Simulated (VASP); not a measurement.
# The (0 0 1) face of Te2Mo: relaxation and electronic structure, part 4 of 5

Aim: model the (0 0 1) face of Te2Mo by a slab and find how far its highest filled level lies below the vacuum. The start is a cell from a database of measured crystal structures.

VASP 6.6.1; PBE, no spin polarisation; plane waves and PAW (Te, Mo).

So far. Step 4 (Going on with the relaxation): The run ended after 5 ionic steps, 0.002 eV below its first step, once the forces on the free atoms met EDIFFG = -0.03. Step 5 (Vacuum level and density of states): The vacuum level lies 4.77 eV above the highest filled level at the upper face; both faces agree, as the slab has next to no dipole.

## Step 6: The slab in a field, field -0.1

A field across the slab, with the atoms held, gives the electronic response: the dipole changes linearly with the field, and the energy has a linear term from the slab's own dipole and a quadratic one from its polarisability.

Contents of INCAR:

```
SYSTEM = Te2Mo
PREC = Normal
ENCUT = 300
EDIFF = 1E-06
NELM = 120
ISMEAR = 0
SIGMA = 0.05
LREAL = .FALSE.
ALGO = Fast
GGA = PE
NBANDS = 48
LASPH = .TRUE.
LORBIT = 11
LWAVE = .FALSE.
LCHARG = .FALSE.
KPAR = 2
IDIPOL = 3
LDIPOL = .TRUE.
DIPOL = 0.5 0.5 0.506
EFIELD = -0.1
LVHAR = .TRUE.
```

Contents of POSCAR:

```
Te2Mo
1.0
    3.5181997507      0.0000000000      0.0000000000
   -1.7590998754      3.0468503598      0.0000000000
    0.0000000000      0.0000000000     39.5655888000
Te Mo
8 4
Direct
    0.3333333300      0.6666666700      0.1895586600
    0.3333333300      0.6666666700      0.2806779600
    0.6666666700      0.3333333300      0.3661464500
    0.6666666700      0.3333333300      0.4572657500
    0.3333333300      0.6666666700      0.5465668087
    0.3333333300      0.6666666700      0.6383880031
    0.6666666700      0.3333333300      0.7371880170
    0.6666666700      0.3333333300      0.8291656558
    0.6666666700      0.3333333300      0.2351183100
    0.3333333300      0.6666666700      0.4117061000
    0.6666666700      0.3333333300      0.5924838665
    0.3333333300      0.6666666700      0.7832010491
```

Contents of KPOINTS:

```
Automatic mesh
0
Gamma
6 6 1
0 0 0
```

The projector-augmented-wave data sets are Te and Mo (PBE family, release 64).

Command:

```
mpirun -np 2 vasp_std
```

What it wrote:

```text
[... set-up lines as in an earlier step ...]
 entering main loop
       N       E                     dE             d eps       ncg     rms          rms(c)
DAV:   1     0.299682206097E+03    0.29968E+03   -0.19962E+04   672   0.782E+02
DAV:   2    -0.447448327530E+02   -0.34443E+03   -0.32958E+03   912   0.179E+02
DAV:   3    -0.736710416187E+02   -0.28926E+02   -0.28100E+02   824   0.556E+01
DAV:   4    -0.752686958911E+02   -0.15977E+01   -0.15813E+01  1040   0.130E+01
DAV:   5    -0.753030939602E+02   -0.34398E-01   -0.34345E-01   920   0.223E+00    0.329E+01
RMM:   6    -0.390591463201E+03   -0.31529E+03   -0.12986E+02  1127   0.330E+01    0.402E+01
RMM:   7    -0.163376882436E+03    0.22721E+03   -0.74974E+01   783   0.166E+01    0.401E+01
RMM:   8    -0.313565225398E+03   -0.15019E+03   -0.44272E+01   952   0.131E+01    0.438E+01
RMM:   9    -0.164252194284E+03    0.14931E+03   -0.77169E+01   953   0.147E+01    0.333E+01
RMM:  10    -0.109165932096E+03    0.55086E+02   -0.40777E+01   898   0.116E+01    0.227E+01
RMM:  11    -0.104293800400E+03    0.48721E+01   -0.17713E+01   869   0.959E+00    0.172E+01
RMM:  12    -0.980470265674E+02    0.62468E+01   -0.66743E+00   855   0.612E+00    0.139E+01
RMM:  13    -0.915604317864E+02    0.64866E+01   -0.32113E+00   930   0.355E+00    0.127E+01
RMM:  14    -0.882811437642E+02    0.32793E+01   -0.88469E-01   953   0.196E+00    0.120E+01
RMM:  15    -0.788668310112E+02    0.94143E+01   -0.17938E+00   934   0.209E+00    0.106E+01
RMM:  16    -0.743488919673E+02    0.45179E+01   -0.12835E+00   927   0.176E+00    0.890E+00
RMM:  17    -0.783449630152E+02   -0.39961E+01   -0.16505E+00   939   0.225E+00    0.110E+01
RMM:  18    -0.747494234022E+02    0.35955E+01   -0.47418E-01   880   0.135E+00    0.804E+00
RMM:  19    -0.743729713392E+02    0.37645E+00   -0.14354E-01   959   0.645E-01    0.754E+00
RMM:  20    -0.742858070547E+02    0.87164E-01   -0.56314E-02  1010   0.343E-01    0.751E+00
RMM:  21    -0.731441494119E+02    0.11417E+01   -0.17307E-01  1049   0.782E-01    0.583E+00
RMM:  22    -0.731454293065E+02   -0.12799E-02   -0.40184E-02   893   0.483E-01    0.546E+00
RMM:  23    -0.727946805900E+02    0.35075E+00   -0.95479E-02  1016   0.687E-01    0.460E+00
RMM:  24    -0.727324877947E+02    0.62193E-01   -0.54043E-02   932   0.497E-01    0.390E+00
RMM:  25    -0.722568642824E+02    0.47562E+00   -0.10180E+00  1238   0.208E+00    0.184E+00
RMM:  26    -0.722375892074E+02    0.19275E-01   -0.65201E-02  1003   0.474E-01    0.155E+00
RMM:  27    -0.722048367543E+02    0.32752E-01   -0.32648E-02   951   0.446E-01    0.126E+00
RMM:  28    -0.721901982091E+02    0.14639E-01   -0.36054E-02   950   0.437E-01    0.130E+00
RMM:  29    -0.721680694736E+02    0.22129E-01   -0.22292E-02   868   0.345E-01    0.895E-01
RMM:  30    -0.721396556593E+02    0.28414E-01   -0.49316E-02  1049   0.493E-01    0.472E-01
[...]
RMM:  66    -0.720783595235E+02    0.26910E-02   -0.93999E-03  1315   0.146E-01    0.660E-02
RMM:  67    -0.720783664006E+02   -0.68771E-05   -0.32429E-04  1030   0.261E-02    0.615E-02
RMM:  68    -0.720783526532E+02    0.13747E-04   -0.46404E-05   897   0.978E-03    0.488E-02
RMM:  69    -0.720783484839E+02    0.41694E-05   -0.11116E-05   727   0.527E-03    0.417E-02
RMM:  70    -0.720783482440E+02    0.23993E-06   -0.22496E-05   826   0.800E-03    0.263E-02
RMM:  71    -0.720783524552E+02   -0.42112E-05   -0.25808E-05   837   0.850E-03    0.146E-02
RMM:  72    -0.720783617497E+02   -0.92946E-05   -0.49911E-06   670   0.451E-03    0.142E-02
RMM:  73    -0.720783653573E+02   -0.36076E-05   -0.50598E-07   507   0.201E-03    0.121E-02
RMM:  74    -0.720783683290E+02   -0.29717E-05   -0.29313E-07   472   0.146E-03    0.938E-03
RMM:  75    -0.720783726635E+02   -0.43345E-05   -0.47783E-07   495   0.161E-03    0.471E-03
RMM:  76    -0.720783740217E+02   -0.13582E-05   -0.30480E-07   400   0.128E-03    0.226E-03
RMM:  77    -0.720783744425E+02   -0.42074E-06   -0.95360E-08   321   0.971E-04
   1 F= -.72078374E+02 E0= -.72078374E+02  d E =-.656529E-15
```

Elapsed: 2 min, on 2 MPI ranks of AMD EPYC 9R14 (Zen 4), shared host; peak memory 0.4 GiB.

OUTCAR, selected parts (step 6):

```text
   NELECT =      72.0000    total number of electrons

 dipolmoment           0.000000      0.000000     -0.151216 electrons x Angstroem

 E-fermi :   3.7855

 k-point     1 :       0.0000    0.0000    0.0000
  band No.  band energies     occupation
    ...
     32       2.6811      2.00000
     33       2.6811      2.00000
     34       3.1112      2.00000
     35       3.2777      2.00000
     36       3.3864      2.00000
     37       6.3921      0.00000
     38       6.3921      0.00000
     39       6.4737      0.00000
     40       6.4737      0.00000
     41       6.5619      0.00000
    ...

  Total        3.1333122      3.1333122      2.1600121     -0.0000000      0.0000000     -0.0000000
  in kB       11.8365464     11.8365464      8.1597623     -0.0000000      0.0000000     -0.0000000
  external PRESSURE =      10.6109517 kB  Pullay stress =       0.0000000 kB

 POSITION                                       TOTAL-FORCE (eV/Angst)
 -----------------------------------------------------------------------------------
     -0.00000      2.03123      7.50000        -0.000000      0.000000     -0.193571
     -0.00000      2.03123     11.10519         0.000000     -0.000000      0.140435
      1.75910      1.01562     14.48680        -0.000000     -0.000000     -0.118621
      1.75910      1.01562     18.09199        -0.000000      0.000000      0.174196
     -0.00000      2.03123     21.62524         0.000000     -0.000000      0.030959
     -0.00000      2.03123     25.25820         0.000000      0.000000      0.027875
      1.75910      1.01562     29.16728         0.000000     -0.000000      0.037481
      1.75910      1.01562     32.80643        -0.000000      0.000000     -0.012186
      1.75910      1.01562      9.30259         0.000000     -0.000000     -0.073718
     -0.00000      2.03123     16.28939        -0.000000      0.000000      0.000325
      1.75910      1.01562     23.44197         0.000000     -0.000000      0.003606
     -0.00000      2.03123     30.98781         0.000000     -0.000000     -0.016782
 -----------------------------------------------------------------------------------
    total drift:                               -0.000000     -0.000001     -0.001748

  FREE ENERGIE OF THE ION-ELECTRON SYSTEM (eV)
  ---------------------------------------------------
  free  energy   TOTEN  =       -72.0783744425 eV

  energy  without entropy=      -72.0783744425  energy(sigma->0) =      -72.07837444

 vacuum level on the upper side and lower side of the slab         8.875         7.565

[... 8 parts as in an earlier step ...]

[... 9 further parts left out ...]
```

Numbers from this step:

```yaml
electronic_cycles: 77
free_energy_toten: -72.0784 eV
fermi_energy: 3.785 eV
dipole_moment: 0, 0, -0.1512 e·Å
gap_on_the_k_mesh: 0.8491 eV
least_direct_gap_on_the_k_mesh: 0.8491 eV
```

The planar average of the electrostatic potential oscillates, so the rows of the table below give means over windows of 1 Å about each position, cut where the curve ends. Its maxima inside the range that stand out by 2 % of the span (Å: eV): 8.6: -4.24, 10.0: -4.25, 12.8: 3.25, 15.5: -4.13, 17.1: -4.13, 19.9: 3.55, 22.7: -3.97, 24.3: -3.93, 27.2: 4.02, 30.3: -3.80, 31.8: -3.76. Its minima: 7.5: -19.0, 9.3: -6.51, 11.1: -19.0, 14.5: -19.0, 16.2: -6.44, 18.1: -18.9, 21.7: -18.8, 23.4: -6.32, 25.2: -18.8, 29.2: -18.7, 31.0: -6.20, 32.9: -18.7.

Zero at the Fermi level. The planar average of the electrostatic potential by height; means over each step:

```tsv
height (Å)	planar average of the electrostatic potential (eV)
0	4.40
1	3.82
2	3.91
3	4.01
4	4.10
5	4.12
6	2.89
7	-10.7
8	-12.1
9	-5.60
10	-5.69
11	-16.3
12	-3.19
13	2.53
14	-10.9
15	-11.9
16	-5.58
17	-5.68
18	-16.3
19	-2.86
20	3.08
21	-8.09
22	-13.7
23	-5.14
24	-5.08
25	-15.0
26	-5.78
27	3.65
28	0.918
29	-15.4
30	-7.30
31	-5.63
32	-7.57
33	-15.1
34	1.20
35	4.46
36	4.74
37	4.86
38	4.96
39	5.05
```

Force by atom:

```tsv
atom	x (eV/Å)	y (eV/Å)	z (eV/Å)	size
Te1	0.000	0.000	-0.194	0.194
Te2	0.000	0.000	0.140	0.140
Te3	0.000	0.000	-0.119	0.119
Te4	0.000	0.000	0.174	0.174
Te5	0.000	0.000	0.031	0.031
Te6	0.000	0.000	0.028	0.028
Te7	0.000	0.000	0.037	0.037
Te8	0.000	0.000	-0.012	0.012
Mo9	0.000	0.000	-0.074	0.074
Mo10	0.000	0.000	0.000	0.000
Mo11	0.000	0.000	0.004	0.004
Mo12	0.000	0.000	-0.017	0.017
```

VASP counts the dipole in electrons times Å, so a positive number points the physical dipole along −c. A positive EFIELD is likewise a physical field along −c.

Energy at zero smearing: -72.07837 eV.

## Step 7: The slab in a field, field 0.1

INCAR: that of step 6 with these lines changed.

```diff
@@ -19,3 +19,3 @@
 DIPOL = 0.5 0.5 0.506
-EFIELD = -0.1
+EFIELD = 0.1
 LVHAR = .TRUE.
```

POSCAR is that of step 6.

KPOINTS is that of step 6.

Command:

```
mpirun -np 2 vasp_std
```

What it wrote:

```text
[... set-up lines as in an earlier step ...]
 entering main loop
       N       E                     dE             d eps       ncg     rms          rms(c)
DAV:   1     0.299371143981E+03    0.29937E+03   -0.19937E+04   672   0.782E+02
DAV:   2    -0.450926196332E+02   -0.34446E+03   -0.33120E+03   904   0.179E+02
DAV:   3    -0.737432706544E+02   -0.28651E+02   -0.27863E+02   848   0.550E+01
DAV:   4    -0.752374068876E+02   -0.14941E+01   -0.14811E+01  1064   0.128E+01
DAV:   5    -0.752668873848E+02   -0.29480E-01   -0.29383E-01   928   0.202E+00    0.329E+01
RMM:   6    -0.388148863695E+03   -0.31288E+03   -0.12855E+02  1121   0.356E+01    0.419E+01
RMM:   7    -0.152196286887E+03    0.23595E+03   -0.59468E+01   756   0.155E+01    0.399E+01
RMM:   8    -0.349777483401E+03   -0.19758E+03   -0.51409E+01   968   0.139E+01    0.443E+01
RMM:   9    -0.145370906240E+03    0.20441E+03   -0.78725E+01   949   0.156E+01    0.306E+01
RMM:  10    -0.101328711656E+03    0.44042E+02   -0.45321E+01   905   0.121E+01    0.215E+01
RMM:  11    -0.963258259063E+02    0.50029E+01   -0.16282E+01   838   0.938E+00    0.170E+01
RMM:  12    -0.882198084102E+02    0.81060E+01   -0.47647E+00   792   0.541E+00    0.139E+01
RMM:  13    -0.819276156851E+02    0.62922E+01   -0.26694E+00   861   0.313E+00    0.127E+01
RMM:  14    -0.760700228837E+02    0.58576E+01   -0.12663E+00   860   0.216E+00    0.102E+01
RMM:  15    -0.737530275888E+02    0.23170E+01   -0.15914E+00   922   0.226E+00    0.778E+00
RMM:  16    -0.747740235698E+02   -0.10210E+01   -0.69618E-01   924   0.156E+00    0.876E+00
RMM:  17    -0.743628907454E+02    0.41113E+00   -0.15650E-01   973   0.744E-01    0.814E+00
RMM:  18    -0.742012128154E+02    0.16168E+00   -0.65439E-02  1048   0.375E-01    0.810E+00
RMM:  19    -0.735153179795E+02    0.68589E+00   -0.11813E-01   961   0.619E-01    0.684E+00
RMM:  20    -0.733800748745E+02    0.13524E+00   -0.12350E-01   990   0.669E-01    0.635E+00
RMM:  21    -0.726156102817E+02    0.76446E+00   -0.26427E-01  1135   0.112E+00    0.412E+00
RMM:  22    -0.730393548160E+02   -0.42374E+00   -0.65969E-02   939   0.621E-01    0.529E+00
RMM:  23    -0.722279812571E+02    0.81137E+00   -0.73126E-01  1223   0.199E+00    0.240E+00
RMM:  24    -0.721924935518E+02    0.35488E-01   -0.51377E-02   950   0.498E-01    0.204E+00
RMM:  25    -0.721643513892E+02    0.28142E-01   -0.59254E-02  1008   0.533E-01    0.155E+00
RMM:  26    -0.721580528345E+02    0.62986E-02   -0.15515E-02   896   0.282E-01    0.157E+00
RMM:  27    -0.721486046019E+02    0.94482E-02   -0.31324E-02   973   0.340E-01    0.159E+00
RMM:  28    -0.721270616314E+02    0.21543E-01   -0.60056E-02  1046   0.510E-01    0.101E+00
RMM:  29    -0.721193462061E+02    0.77154E-02   -0.57373E-03   887   0.177E-01    0.877E-01
RMM:  30    -0.721103523131E+02    0.89939E-02   -0.34437E-02  1071   0.391E-01    0.517E-01
[...]
RMM:  58    -0.720794769736E+02    0.10494E-03   -0.11692E-05   748   0.542E-03    0.340E-02
RMM:  59    -0.720794523243E+02    0.24649E-04   -0.13742E-06   523   0.230E-03    0.338E-02
RMM:  60    -0.720794401587E+02    0.12166E-04   -0.76397E-07   417   0.176E-03    0.335E-02
RMM:  61    -0.720792787348E+02    0.16142E-03   -0.33267E-05   880   0.844E-03    0.333E-02
RMM:  62    -0.720792833184E+02   -0.45836E-05   -0.12152E-06   530   0.242E-03    0.327E-02
RMM:  63    -0.720792229866E+02    0.60332E-04   -0.45918E-06   616   0.330E-03    0.312E-02
RMM:  64    -0.720792409978E+02   -0.18011E-04   -0.36085E-07   420   0.157E-03    0.319E-02
RMM:  65    -0.720791880889E+02    0.52909E-04   -0.24765E-06   550   0.265E-03    0.308E-02
RMM:  66    -0.720784137829E+02    0.77431E-03   -0.27335E-03  1262   0.753E-02    0.252E-02
RMM:  67    -0.720784200376E+02   -0.62547E-05   -0.11044E-04   911   0.149E-02    0.312E-02
RMM:  68    -0.720784213308E+02   -0.12932E-05   -0.87960E-06   658   0.379E-03    0.325E-02
RMM:  69    -0.720784208792E+02    0.45156E-06   -0.20964E-06   550   0.253E-03
   1 F= -.72078421E+02 E0= -.72078421E+02  d E =-.320329E-12
```

Run time: 1.8 min. Hardware: 2 MPI ranks; peak memory 0.4 GiB; 3.6 min of CPU time.

From OUTCAR (step 7):

```text
   NELECT =      72.0000    total number of electrons

 dipolmoment           0.000000      0.000000      0.151448 electrons x Angstroem

 E-fermi :   3.7537

 k-point     1 :       0.0000    0.0000    0.0000
  band No.  band energies     occupation
    ...
     32       2.5877      2.00000
     33       2.6413      2.00000
     34       2.9527      2.00000
     35       3.2868      2.00000
     36       3.5212      2.00000
     37       6.4193      0.00000
     38       6.4193      0.00000
     39       6.4947      0.00000
     40       6.4947      0.00000
     41       6.5520      0.00000
    ...

  Total        3.1477244      3.1477244      2.1852074     -0.0000000      0.0000000     -0.0000000
  in kB       11.8909905     11.8909905      8.2549415     -0.0000000      0.0000000     -0.0000000
  external PRESSURE =      10.6789742 kB  Pullay stress =       0.0000000 kB

 POSITION                                       TOTAL-FORCE (eV/Angst)
 -----------------------------------------------------------------------------------
     -0.00000      2.03123      7.50000         0.000000      0.000000     -0.207969
     -0.00000      2.03123     11.10519        -0.000000      0.000000      0.121409
      1.75910      1.01562     14.48680        -0.000000      0.000000     -0.134920
      1.75910      1.01562     18.09199         0.000000      0.000000      0.157686
     -0.00000      2.03123     21.62524        -0.000000      0.000000      0.015987
     -0.00000      2.03123     25.25820         0.000000     -0.000000      0.012420
      1.75910      1.01562     29.16728        -0.000000     -0.000000      0.023336
      1.75910      1.01562     32.80643         0.000000     -0.000000     -0.028034
      1.75910      1.01562      9.30259         0.000000      0.000000     -0.040944
     -0.00000      2.03123     16.28939        -0.000000      0.000000      0.032935
      1.75910      1.01562     23.44197        -0.000000     -0.000000      0.034686
     -0.00000      2.03123     30.98781        -0.000000      0.000000      0.013408
 -----------------------------------------------------------------------------------
    total drift:                               -0.000000     -0.000000     -0.001631

  FREE ENERGIE OF THE ION-ELECTRON SYSTEM (eV)
  ---------------------------------------------------
  free  energy   TOTEN  =       -72.0784208792 eV

  energy  without entropy=      -72.0784208792  energy(sigma->0) =      -72.07842088

 vacuum level on the upper side and lower side of the slab         7.571         8.880

[... 8 parts as in an earlier step ...]

[... 9 further parts left out ...]
```

This step gave:

```
electronic cycles              : 69
Fermi energy                   : 3.754 eV
dipole moment                  : 0, 0, 0.1514 e·Å
gap on the k-mesh              : 0.8779 eV
least direct gap on the k-mesh : 0.9213 eV
```

The planar average of the electrostatic potential oscillates, so the rows of the table below give means over windows of 2 Å about each position, cut where the curve ends. Its maxima inside the range that stand out by 2 % of the span (Å: eV): 0.7: 5.13, 8.6: -3.98, 10.0: -4.00, 12.8: 3.44, 15.5: -4.00, 17.1: -4.01, 19.9: 3.60, 22.7: -3.99, 24.3: -3.97, 27.2: 3.89, 30.3: -4.03, 31.8: -4.01. Its minima: 7.5: -18.7, 9.3: -6.26, 11.1: -18.8, 14.5: -18.8, 16.2: -6.31, 18.1: -18.8, 21.7: -18.9, 23.4: -6.35, 25.2: -18.8, 29.2: -19.0, 31.0: -6.44, 32.9: -18.9.

Zero at the Fermi level. The planar average of the electrostatic potential by height; means over each step:

```tsv
height (Å)	planar average of the electrostatic potential (eV)
0	4.80
2	5.00
4	4.79
6	1.55
8	-11.1
10	-7.95
12	-4.97
14	-8.91
16	-5.78
18	-11.4
20	1.38
22	-11.4
24	-7.05
26	-6.63
28	-1.98
30	-9.75
32	-9.91
34	-1.70
36	4.12
38	3.95
```

Force by atom:

```tsv
atom	x (eV/Å)	y (eV/Å)	z (eV/Å)	size
Te1	0.000	0.000	-0.208	0.208
Te2	0.000	0.000	0.121	0.121
Te3	0.000	0.000	-0.135	0.135
Te4	0.000	0.000	0.158	0.158
Te5	0.000	0.000	0.016	0.016
Te6	0.000	0.000	0.012	0.012
Te7	0.000	0.000	0.023	0.023
Te8	0.000	0.000	-0.028	0.028
Mo9	0.000	0.000	-0.041	0.041
Mo10	0.000	0.000	0.033	0.033
Mo11	0.000	0.000	0.035	0.035
Mo12	0.000	0.000	0.013	0.013
```

Energy at zero smearing: -72.07842 eV.

(Part 4 of 5 ends here.)

[Lines on the potential files, build, host, timing and source positions are cut from VASP's logs without a mark.]

[Logs are printed without paths, hosts, clocks, repeated set-up lines and the standing remarks that a program may print on its own settings, such as how far it seeks lower states.]

[Hosts, paths, dates, database ids (printed as entryN), source tags and the programs' standing remarks are cut or masked in the printed files.]

[In band tables of VASP the shares of atoms and orbitals are scaled to a sum of 1 inside the atoms' spheres.]

[Runs that stopped without an error message from VASP are left out.]
